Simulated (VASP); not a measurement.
A run of VASP 6.6.1:

INCAR

```
PREC = Accurate
ENCUT = 520
EDIFF = 1E-8
ISMEAR = -1
SIGMA = 0.01
LREAL = Auto
LASPH = True
NELM = 100
ALGO = Fast
ISIF = 2
LWAVE = False
LCHARG = False
GGA = PE
LEFG = True
NELECT = 202.0
NBANDS = 120
```

File KPOINTS:

```
Automatic mesh
0
Gamma
  4 4 2
```

The input POSCAR:

```
Mo8HS15
1.0
    6.3380000000      0.0000000000      0.0000000000
   -3.1690000000      5.4888690092      0.0000000000
    0.0000000000      0.0000000000     12.3240000000
Mo H S
8 1 15
Direct
    0.1666666666      0.3333333334      0.2500000000
    0.1666666666      0.8333333334      0.2500000000
    0.6666666666      0.3333333334      0.2500000000
    0.6666666666      0.8333333334      0.2500000000
    0.3333333334      0.1666666666      0.7500000000
    0.3333333334      0.6666666666      0.7500000000
    0.8333333334      0.1666666666      0.7500000000
    0.8333333334      0.6666666666      0.7500000000
    0.1666666666      0.3333333334      0.6230000000
    0.1666666666      0.8333333334      0.6230000000
    0.6666666666      0.3333333334      0.6230000000
    0.6666666666      0.8333333334      0.6230000000
    0.3333333334      0.1666666666      0.1230000000
    0.3333333334      0.6666666666      0.1230000000
    0.8333333334      0.1666666666      0.1230000000
    0.8333333334      0.6666666666      0.1230000000
    0.1666666666      0.3333333334      0.8770000000
    0.1666666666      0.8333333334      0.8770000000
    0.6666666666      0.3333333334      0.8770000000
    0.6666666666      0.8333333334      0.8770000000
    0.3333333334      0.1666666666      0.3770000000
    0.3333333334      0.6666666666      0.3770000000
    0.8333333334      0.1666666666      0.3770000000
    0.8333333334      0.6666666666      0.3770000000
```

Potentials or basis: VASP PAW PBE potentials, release 64 (Mo_sv, H, S).

The run is started by

```console
$ cat potpaw_PBE.64/Mo_sv/POTCAR potpaw_PBE.64/H/POTCAR potpaw_PBE.64/S/POTCAR > POTCAR
$ mpirun -np 1 vasp_std > vasp.out
```

Hardware: 1 thread of Intel(R) Xeon(R) 6975P-C (Granite Rapids), with other jobs on the host.

**Question.** Estimate the wall time of this run.

**Answer.** It took 12 min on 1 thread of Intel(R) Xeon(R) 6975P-C (Granite Rapids), on a shared host, peak memory 0.65 GiB. Counts: scf iterations 26, k points 8.
